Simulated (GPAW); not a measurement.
Crystal: CuI (Marshite).

```xyz
2
Lattice="0.0000 3.0315 3.0315 3.0315 0.0000 3.0315 3.0315 3.0315 0.0000" Properties=species:S:1:pos:R:3 pbc="T T T"
I     0.0000    0.0000    0.0000
Cu    4.5473    4.5473    4.5473
```

Base run:

```yaml
Program: GPAW 26.7.0
Functional: PBE
Potentials_or_basis: GPAW PAW data sets (gpaw-data 1.2.1)
Cutoff: 600 eV
Basis: pw
k_mesh: 8 × 8 × 8
Occupations: fermi-dirac, width 0.05 eV
Spin: no spin polarisation
```

Its results: band gap on the k mesh 1.14 eV, direct; pressure 0.9 GPa.

Q: The run is repeated on the same cell with these changes: hubbard terms from none to Cu d U = 3 eV. What comes out?

A: Band gap on the k mesh 1.61 eV, direct; pressure 1.6 GPa.

The U term pushes filled and empty states of the shell apart.

Caveats: with this Cu data set, volumes or pressures lay over 1.5 % or 2 GPa off other programs in two to four cells of ten; spin-orbit coupling is left out, which moves the levels of the heavy elements.

